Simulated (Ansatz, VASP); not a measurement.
# Two plane-wave programs on SnSe

```xyz
4
Lattice="4.2274 0.0000 0.0000 0.0000 4.2274 0.0000 0.0000 0.0000 10.8422" Properties=species:S:1:pos:R:3 pbc="T T T"
Sn    0.0000    2.1137    6.8064
Sn    2.1137    0.0000    4.0358
Se    0.0000    2.1137    4.1630
Se    2.1137    0.0000    6.6792
```

Change from the starting cell: volume scaled by 0.96.

Alike in both runs: task single point; functional PBE; k mesh 6 × 6 × 3; occupations fermi-dirac, width 0.05 eV; no spin polarisation.

```csv
,VASP,Ansatz
version,VASP 6.6.1,Ansatz 0.2.0
potentials or method,"VASP PAW PBE potentials, release 64 (Sn_d, Se)",Ansatz PAW
plane-wave cutoff (eV),520,420
valence electrons in the cell,40,60
```

|  | VASP | Ansatz | Ansatz less VASP |
| --- | --- | --- | --- |
| gap on the k mesh at the Fermi level (eV) | 1.46 | 1.46 | +0.009 |
| least direct gap on the mesh (eV) | 1.47 | 1.48 | +0.007 |
| rms of the force components (eV/Å) | 0.279 | 0.270 | -0.0092 |

Atom by atom the forces differ by 0.009 eV/Å (rms over components). With one functional, cell and mesh, what is left measures potentials, basis and numerics. The two sets of potentials don't hold the same shells in valence.

Caveats: spin-orbit coupling is left out, which moves the levels of the heavy elements; odd divisions of the mesh miss points on the zone boundary, where band edges often lie, so the gap on the mesh can be too wide (Ansatz).
